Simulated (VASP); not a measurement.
The system is InPd.

```
In Pd
1.0
     3.27188    0.00000    0.00000
     0.00000    3.27188    0.00000
     0.00000    0.00000    3.27188
In Pd
1 1
Cartesian
  0.0000 0.0000 0.0000
  1.6359 1.6359 1.6359
```

The cell comes from a database or a generator and needn't be the stable form of this composition.

| Quantity | Value |
| --- | --- |
| Program | VASP 6.6.1 |
| Task | relaxation of cell and atoms |
| Functional | PBE |
| Potentials or basis | VASP PAW PBE potentials, release 64 (In, Pd) |
| Cutoff | 580 eV |
| k mesh | 8 × 8 × 8 |
| Occupations | fermi-dirac, width 0.05 eV |
| Spin | no spin polarisation |

At the start: pressure 3.2 GPa; volume 17.51 Å³/atom.

**Question.** How do energy, volume and symmetry change on relaxing?

**Answer.** Over 3 steps the energy falls by 4.4 meV/atom and the volume is 17.96 Å³/atom (+2.6 %); space group Pm-3m (No. 221, to 0.05 Å).

Step by step:
```tsv
step	energy change (eV)	largest force (eV/Å)	pressure (GPa)	volume (Å³)
1	0.0000	0.0000	3.22	35.03
2	-0.0007	0.0000	-2.74	36.84
3	-0.0088	0.0000	0.01	35.93
```

Final structure:
```
CELL_PARAMETERS angstrom
3.29979 0.00000 0.00000
0.00000 3.29979 0.00000
0.00000 0.00000 3.29979
ATOMIC_POSITIONS crystal
In 0.00000 0.00000 0.00000
Pd 0.50000 0.50000 0.50000
```
